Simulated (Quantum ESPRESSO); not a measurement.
## Ti and the effect of the strain (εxx = s)

```xyz
1
Lattice="0.0000 2.0300 2.0300 2.0300 0.0000 2.0300 2.0300 2.0300 0.0000" Properties=species:S:1:pos:R:3 pbc="T T T"
Ti    0.0000    0.0000    0.0000
```

This isn't the form of Ti at room conditions, which is hcp.

Kept alike: task single point; functional PBEsol; k mesh 11 × 11 × 11; occupations fermi-dirac, width 0.05 eV; no spin polarisation. Program: Quantum ESPRESSO, GBRV 1.5 PBEsol, cutoff 612 eV. The mesh is that of the run's cell of 1 atom. No spin-orbit coupling.

```tsv
s	free energy over the lowest row (meV/atom)
-0.04	11.30
-0.02	?
-0.01	0.29
0	0.00
0.01	1.40
0.02	4.38
0.04	14.61
```

The cell shown is the unstrained one; x, y and z are its Cartesian axes; atoms keep their fractions. For a metal such a mesh leaves the last digits unconverged.

Problem. Fit the rows shown and predict the run at -0.02.

Solution. A least-squares cubic through the rows shown is free energy = -10870 s³ + 8079.6 s² + 58.8 s + 0.031 (largest miss 0.031); at s = -0.02 it gives 2.17 meV/atom. The run gave: free energy over the lowest row 2.30 meV/atom.

The energy rises on both sides of a minimum that the fit places slightly on the compressed side of the unstrained cell. The positive linear term therefore signals a small residual stress: by cubic symmetry, this fcc cell is slightly expanded relative to its equilibrium at this level of theory. That offset explains why 4 % stretching costs more than equal compression (14.61 against 11.30 meV/atom). The negative cubic term shows the usual opposite anharmonicity, with stiffening as the atoms are pushed together. Here short-range repulsion and the kinetic energy of the compressed electrons grow faster than the gain in d-band bonding.

The prediction at -0.02 is good on the scale of the whole curve, but its error exceeds the largest miss in the fit. With four coefficients for six rows, small residuals are a poor measure of predictive accuracy. Because the lateral lengths are fixed, the strain mixes volume change with tetragonal shear, so the positive curvature supports resistance to this one deformation but doesn't establish the mechanical stability of fcc Ti.
